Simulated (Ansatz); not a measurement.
# Ti(0001) with 2 layers of random Ti-Pd, 2x2: scattering by chemical disorder, part 2 of 2

Aim: the residual resistivity of a random alloy, from Ti(0001) with 2 layers of random Ti-Pd, 2x2 and longer regions.

Ansatz 0.2.0; Ansatz plane-wave DFT, PBE, PAW files; ballistic transport by layer matching (Landauer), zero bias; PAW set soft_1.

So far. Step 3 (With 6 alloy layers): Over the solved energies the transmission per spin lies between 0.354 and 0.417, out of 2.71 channels of the lead on average (up to 3.22). The log calls the step of a lead's potential too much.

### Step 4. With 10 alloy layers

In 10 layers a share of 0.75 of the sites is given to Pd at random. A fresh draw is used; the growth of the resistance with length is what counts.

System of this step: Ti(0001) with 10 layers of random Ti-Pd, 2x2. The cell holds 80 atoms: 50 Ti and 30 Pd. Its edges and angles: a = 5.900 Å, b = 5.900 Å, c = 46.860 Å, α = 90.0°, β = 90.0°, γ = 120.0°. It derives from Ti. Regions: lead, 40 atoms (40 Ti); scattering region, 40 atoms (30 Pd and 10 Ti). The structure is stacked along c, and the current runs across the ab planes.

Input file input.yaml:

```yaml
crystal:
  lattice:
    - [5.9, 0.0, 0.0]
    - [-2.95, 5.1095498823, 0.0]
    - [0.0, 0.0, 46.86]
  atoms:
    - { symbol: Ti, position: [0.1666666667, 0.3333333333, 0.025] }
    - { symbol: Ti, position: [0.1666666667, 0.8333333333, 0.025] }
    - { symbol: Ti, position: [0.6666666667, 0.3333333333, 0.025] }
    - { symbol: Ti, position: [0.6666666667, 0.8333333333, 0.025] }
    - { symbol: Ti, position: [0.3333333333, 0.1666666667, 0.075] }
    - { symbol: Ti, position: [0.3333333333, 0.6666666667, 0.075] }
    - { symbol: Ti, position: [0.8333333333, 0.1666666667, 0.075] }
    - { symbol: Ti, position: [0.8333333333, 0.6666666667, 0.075] }
    - { symbol: Ti, position: [0.1666666667, 0.3333333333, 0.125] }
    - { symbol: Ti, position: [0.1666666667, 0.8333333333, 0.125] }
    - { symbol: Ti, position: [0.6666666667, 0.3333333333, 0.125] }
    - { symbol: Ti, position: [0.6666666667, 0.8333333333, 0.125] }
    - { symbol: Ti, position: [0.3333333333, 0.1666666667, 0.175] }
    - { symbol: Ti, position: [0.3333333333, 0.6666666667, 0.175] }
    - { symbol: Ti, position: [0.8333333333, 0.1666666667, 0.175] }
    - { symbol: Ti, position: [0.8333333333, 0.6666666667, 0.175] }
    - { symbol: Ti, position: [0.1666666667, 0.3333333333, 0.225] }
    - { symbol: Ti, position: [0.1666666667, 0.8333333333, 0.225] }
    - { symbol: Ti, position: [0.6666666667, 0.3333333333, 0.225] }
    - { symbol: Ti, position: [0.6666666667, 0.8333333333, 0.225] }
    - { symbol: Pd, position: [0.3333333333, 0.1666666667, 0.275] }
    - { symbol: Pd, position: [0.3333333333, 0.6666666667, 0.275] }
    - { symbol: Pd, position: [0.8333333333, 0.1666666667, 0.275] }
    - { symbol: Pd, position: [0.8333333333, 0.6666666667, 0.275] }
    - { symbol: Pd, position: [0.1666666667, 0.3333333333, 0.325] }
    - { symbol: Pd, position: [0.1666666667, 0.8333333333, 0.325] }
    - { symbol: Pd, position: [0.6666666667, 0.3333333333, 0.325] }
    - { symbol: Ti, position: [0.6666666667, 0.8333333333, 0.325] }
    - { symbol: Pd, position: [0.3333333333, 0.1666666667, 0.375] }
    - { symbol: Ti, position: [0.3333333333, 0.6666666667, 0.375] }
    - { symbol: Pd, position: [0.8333333333, 0.1666666667, 0.375] }
    - { symbol: Pd, position: [0.8333333333, 0.6666666667, 0.375] }
    - { symbol: Pd, position: [0.1666666667, 0.3333333333, 0.425] }
    - { symbol: Pd, position: [0.1666666667, 0.8333333333, 0.425] }
    - { symbol: Pd, position: [0.6666666667, 0.3333333333, 0.425] }
    - { symbol: Pd, position: [0.6666666667, 0.8333333333, 0.425] }
    - { symbol: Pd, position: [0.3333333333, 0.1666666667, 0.475] }
    - { symbol: Pd, position: [0.3333333333, 0.6666666667, 0.475] }
    - { symbol: Ti, position: [0.8333333333, 0.1666666667, 0.475] }
    - { symbol: Pd, position: [0.8333333333, 0.6666666667, 0.475] }
    - { symbol: Pd, position: [0.1666666667, 0.3333333333, 0.525] }
    - { symbol: Pd, position: [0.1666666667, 0.8333333333, 0.525] }
    - { symbol: Pd, position: [0.6666666667, 0.3333333333, 0.525] }
    - { symbol: Ti, position: [0.6666666667, 0.8333333333, 0.525] }
    - { symbol: Ti, position: [0.3333333333, 0.1666666667, 0.575] }
    - { symbol: Ti, position: [0.3333333333, 0.6666666667, 0.575] }
    - { symbol: Pd, position: [0.8333333333, 0.1666666667, 0.575] }
    - { symbol: Pd, position: [0.8333333333, 0.6666666667, 0.575] }
    - { symbol: Ti, position: [0.1666666667, 0.3333333333, 0.625] }
    - { symbol: Pd, position: [0.1666666667, 0.8333333333, 0.625] }
    - { symbol: Pd, position: [0.6666666667, 0.3333333333, 0.625] }
    - { symbol: Pd, position: [0.6666666667, 0.8333333333, 0.625] }
    - { symbol: Pd, position: [0.3333333333, 0.1666666667, 0.675] }
    - { symbol: Pd, position: [0.3333333333, 0.6666666667, 0.675] }
    - { symbol: Pd, position: [0.8333333333, 0.1666666667, 0.675] }
    - { symbol: Pd, position: [0.8333333333, 0.6666666667, 0.675] }
    - { symbol: Ti, position: [0.1666666667, 0.3333333333, 0.725] }
    - { symbol: Ti, position: [0.1666666667, 0.8333333333, 0.725] }
    - { symbol: Ti, position: [0.6666666667, 0.3333333333, 0.725] }
    - { symbol: Pd, position: [0.6666666667, 0.8333333333, 0.725] }
    - { symbol: Ti, position: [0.3333333333, 0.1666666667, 0.775] }
    - { symbol: Ti, position: [0.3333333333, 0.6666666667, 0.775] }
    - { symbol: Ti, position: [0.8333333333, 0.1666666667, 0.775] }
    - { symbol: Ti, position: [0.8333333333, 0.6666666667, 0.775] }
    - { symbol: Ti, position: [0.1666666667, 0.3333333333, 0.825] }
    - { symbol: Ti, position: [0.1666666667, 0.8333333333, 0.825] }
    - { symbol: Ti, position: [0.6666666667, 0.3333333333, 0.825] }
    - { symbol: Ti, position: [0.6666666667, 0.8333333333, 0.825] }
    - { symbol: Ti, position: [0.3333333333, 0.1666666667, 0.875] }
    - { symbol: Ti, position: [0.3333333333, 0.6666666667, 0.875] }
    - { symbol: Ti, position: [0.8333333333, 0.1666666667, 0.875] }
    - { symbol: Ti, position: [0.8333333333, 0.6666666667, 0.875] }
    - { symbol: Ti, position: [0.1666666667, 0.3333333333, 0.925] }
    - { symbol: Ti, position: [0.1666666667, 0.8333333333, 0.925] }
    - { symbol: Ti, position: [0.6666666667, 0.3333333333, 0.925] }
    - { symbol: Ti, position: [0.6666666667, 0.8333333333, 0.925] }
    - { symbol: Ti, position: [0.3333333333, 0.1666666667, 0.975] }
    - { symbol: Ti, position: [0.3333333333, 0.6666666667, 0.975] }
    - { symbol: Ti, position: [0.8333333333, 0.1666666667, 0.975] }
    - { symbol: Ti, position: [0.8333333333, 0.6666666667, 0.975] }
kpoints:
  mp_grid: { grid: [4, 4, 1] }
hamiltonian:
  xc: pbe
  pseudopotentials: { kind: paw, azcp: { folder: soft_1 } }
scf:
  occupations: { method: fermi_dirac, width: 0.1 }
output:
  transmission: { leads: [[0, 8]], kmesh: [8, 8], e_range: [-0.05, 0.05], de: 0.05 }
  write_potential: true
  write_density: true
  volumetric_format: npy
```

The run is started by

```sh
ansatz run input.yaml --threads 4 --pin off --max-ram 15360MiB --backend cpu --events-out ev --progress --plain --runs-dir out
```

Numbers of over 12 decimals in the logs are rounded to 6 here.

The program printed:

```text
[...]
Crystal: 80 atoms, lattice volume = 1412.658 Å³
Basis set: ecut = 420 eV, 27409 PW (Γ)
Bands: 684, of which v1, the nominal top of the filled ones, is band 570 counted from 1 (569 counted from 0)
Symmetry: 1 space group operations
[...]
k-points: 10 of 16 (time reversal used)
[...]
SCF iter   1: F=—  HF=-335386.494471 eV  |F-HF|=—  |Δ(HF+E_count)|=         —  Δρ=7.68e-1  dr2=4.84e5  ethr=3.10e-3  ⟨swp⟩=4.0  Hψ=22312  notcnv=0
[...]
SCF iter  16: F=-334183.934273 eV  HF=-334183.934273 eV  |F-HF|=4.28e-8  |Δ(HF+E_count)|=   5.24e-9  Δρ=7.50e-7  dr2=4.52e-8  ethr=8.77e-12  ⟨swp⟩=16.3  Hψ=32585  notcnv=0
SCF 1 converged in 16 iterations: F = -334183.934273 eV  dr2 = 4.52e-8
[...]
transmission: 222 of 2210 steps passed
transmission: 444 of 2210 steps passed
[...]
transmission: 2210 of 2210 steps passed
SCF converged after 16 iterations
Free energy (F): -334183.934273 eV
[...]
Internal energy: -334180.965213 eV  (E = F + TS)
E sigma→0 (E₀):  -334182.449743 eV
Entropy (-TS):   -2.969060 eV (-37.113 meV/atom)
Fermi energy:    14.078645 eV
[...]
--- Band table (eV; the first three rows and the last of 10) ---
  k-point 0: bands = [... 566 lower, 14.4304, 14.4622, 14.5029, 14.5173, 14.5617, 14.6050, 14.6360, 14.6448, ... 110 higher]
  k-point 1: bands = [... 566 lower, 14.1943, 14.2336, 14.2406, 14.2702, 14.2926, 14.3129, 14.3432, 14.3492, ... 110 higher]
  k-point 2: bands = [... 566 lower, 13.9215, 13.9508, 13.9674, 13.9882, 14.0103, 14.0331, 14.0473, 14.0584, ... 110 higher]
  k-point 9: bands = [... 566 lower, 13.9632, 13.9650, 13.9821, 13.9936, 14.0341, 14.0355, 14.0725, 14.1074, ... 110 higher]
--- Transmission ---
  basis      : 253 plane waves across, 65 finite elements along
  points     : 34, standing for a mesh of 8 x 8
[...]
channels       : 2.656250e0 a spin
[...]
junction   : crystal 0 to crystal 0, 0.70 to 42.87 Å
    transmission   : 2.126407e-1 a spin
[...]
```

Run time: 38 min. Hardware: 4 threads of Arm Neoverse V1, shared host; peak memory 8 GiB.

This step gave:

| Property | Result |
| --- | --- |
| free energy | -334183.9343 eV |
| energy at zero smearing | -334182.4497 eV |
| Fermi energy | 14.08 eV |
| transmission per spin nearest the Fermi level | 0.2126 |
| step of the lead's potential | 31.8 meV |

Per spin. Table of transmission, zone mean by energy, zero at the Fermi level:

| energy (eV) | transmission, zone mean |
| --- | --- |
| -0.0500 | 0.242 |
| 0.0000 | 0.213 |
| 0.0500 | 0.276 |

Over the solved energies the transmission per spin lies between 0.213 and 0.276, out of 2.71 channels of the lead on average (up to 3.22). The log calls the step of a lead's potential too much.

### Step 5. The fit

This step: Ansatz plane-wave DFT, PBE, PAW files; ballistic transport by layer matching (Landauer), zero bias; residual resistivity from the slope of the area resistance, atoms on the host's lattice; PAW set soft_1 (Ansatz 0.2.0).

This step gave:

```yaml
resistivity: 621.0 µΩ cm
intercept: -0.1069 fΩ m²
scatter_about_the_fit: 0.1446 fΩ m²
```

Resistance, by row:

| run | length (Å) | T | channels N | RA (fΩ m²) |
| --- | --- | --- | --- | --- |
| n2 | 4.686 | 0.8961 | 2.708 | 2.905 |
| n6 | 14.06 | 0.3948 | 2.708 | 8.418 |
| n10 | 23.43 | 0.2435 | 2.708 | 14.54 |

The area resistance by length of the alloy:

| length of the alloy (Å) | area resistance (fΩ m²) |
| --- | --- |
| 4.69 | 2.91 |
| 14.06 | 8.42 |
| 23.43 | 14.5 |

The area resistance goes from 2.9 to 15 fΩ m² between 4.7 and 23.4 Å, a slope of 621 µΩ cm.

By hand from the end points: (14.54 − 2.905) fΩ m² / (23.43 − 4.69) Å = 621 µΩ cm, since 1 fΩ m² per Å is 1000 µΩ cm.

### Step 6. Summary of results

| Property | Result |
| --- | --- |
| resistivity from the slope | 621 µΩ cm |
| area resistance over 4.69 Å | 2.91 fΩ m² |
| area resistance over 14.1 Å | 8.42 fΩ m² |
| area resistance over 23.4 Å | 14.5 fΩ m² |

**Reading.** The slope gives 621 µΩ cm. The points scatter by 0.14 fΩ m² about the line, with one random draw a length in a 2x2 cell, so the slope is a rough value. Read with a model of isotropic scattering on a spherical Fermi surface and the lead's 0.70×10¹⁵ S/m², this slope means a mean free path near 1.7 Å (a rough figure, since the alloy's own channel count differs); over these lengths the model's slope is within 3 % of its bulk resistivity, though a free path of a few ångströms strains the picture. The atoms sit on the host's lattice, so scattering by size misfit is left out. With 75 % of Pd, whose own structure is another, this is a hypothetical phase. A lead's potential steps by up to 43 meV from period to period, which the log calls too much, so longer leads could move the result.

[Logs are printed without paths, hosts, clocks, repeated set-up lines and the standing remarks that a program may print on its own settings, such as how far it seeks lower states.]

[Hosts, paths, dates, database ids (printed as entryN), source tags and the programs' standing remarks are cut or masked in the printed files.]
